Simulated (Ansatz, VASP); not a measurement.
One calculation of TiO2 (Anatase), two programs

The input INCAR:

```
PREC = Accurate ; ENCUT = 520
EDIFF = 1E-7 ; ISMEAR = 0
SIGMA = 0.02 ; LREAL = False
LASPH = True ; NELM = 60
ALGO = Fast ; ISIF = 2
LWAVE = False ; LCHARG = False
GGA = PE ; NBANDS = 33
```

The input KPOINTS:

```
regular mesh
0
Gamma
  10 10 10
```

Contents of POSCAR:

```
TiO2
1.0
   -1.8996082674      1.8996082674      4.8485069703
    1.8996082674     -1.8996082674      4.8485069703
    1.8996082674      1.8996082674     -4.8485069703
Ti O
2 4
Direct
    0.0000000000      0.0000000000      0.0000000000
    0.7500000000      0.2500000000      0.5000000000
    0.2064947456      0.2064947456      0.0000000000
    0.9564947456      0.4564947456      0.5000000000
    0.5435052544      0.0435052544      0.5000000000
    0.7935052544      0.7935052544      0.0000000000
```

Input for Ansatz:

```yaml
crystal:
  lattice:
    - [-1.8996082674, 1.8996082674, 4.8485069703]
    - [1.8996082674, -1.8996082674, 4.8485069703]
    - [1.8996082674, 1.8996082674, -4.8485069703]
  atoms:
    - { symbol: Ti, position: [0.0, 0.0, 0.0] }
    - { symbol: Ti, position: [0.75, 0.25, 0.5] }
    - { symbol: O, position: [0.2064947456, 0.2064947456, 0.0] }
    - { symbol: O, position: [0.9564947456, 0.4564947456, 0.5] }
    - { symbol: O, position: [0.5435052544, 0.0435052544, 0.5] }
    - { symbol: O, position: [0.7935052544, 0.7935052544, 0.0] }
basis:
  ecutwfc: 420
kpoints:
  mp_grid: { grid: [10, 10, 10] }
  band_path:
    path:
      - [[0.0, 0.0, 0.0], [0.0, 0.0, 0.5], [0.25, 0.25, 0.25], [0.0, 0.5, 0.0], [0.0, 0.0, 0.0], [0.5, 0.5, -0.5], [0.28837532, 0.71162468, -0.28837532]]
      - [[-0.28837532, 0.28837532, 0.28837532], [0.0, 0.0, 0.0]]
      - [[0.0, 0.0, 0.5], [-0.07675065, 0.07675065, 0.5]]
      - [[0.5, 0.5, -0.07675065], [0.5, 0.5, -0.5]]
    npoints: 14
hamiltonian:
  xc: pbe
scf:
  occupations: { method: gaussian, width: 0.02 }
  n_extra_bands: 15
output:
  forces: true
  stress: true
  eigenvalues: true
  populations: true
  dos: { projected: true, de: 0.02, nscf_kmesh: { grid: [15, 15, 15] } }
  bader: true
  write_density: true
  write_potential: true
  elf: true
  volumetric_format: npy
```

Alike in both runs: task single point; functional PBE; k mesh 10 × 10 × 10; occupations gaussian, width 0.02 eV; no spin polarisation.

|  | VASP | Ansatz |
| --- | --- | --- |
| version | VASP 6.6.1 | Ansatz 0.2.0 |
| potentials or method | VASP PAW PBE potentials, release 64 (Ti_sv, O) | scalar-relativistic, plane waves, PAW |
| plane-wave cutoff (eV) | 520 | 420 |
| valence electrons in the cell | 48 | 48 |

|  | VASP | Ansatz | Ansatz less VASP |
| --- | --- | --- | --- |
| gap on the k mesh at the Fermi level (eV) | 2.11 | 2.13 | +0.023 |
| least direct gap on the mesh (eV) | 2.41 | 2.43 | +0.021 |
| pressure (GPa) | 0.7 | 0.0 | -0.68 |
| largest component of the traceless stress (GPa) | 0.07 | 0.03 | -0.034 |
| rms of the force components (eV/Å) | 0.009 | 0.000 | -0.0086 |

Atom by atom the forces differ by 0.009 eV/Å (rms over components).

A k mesh can miss the band edges.
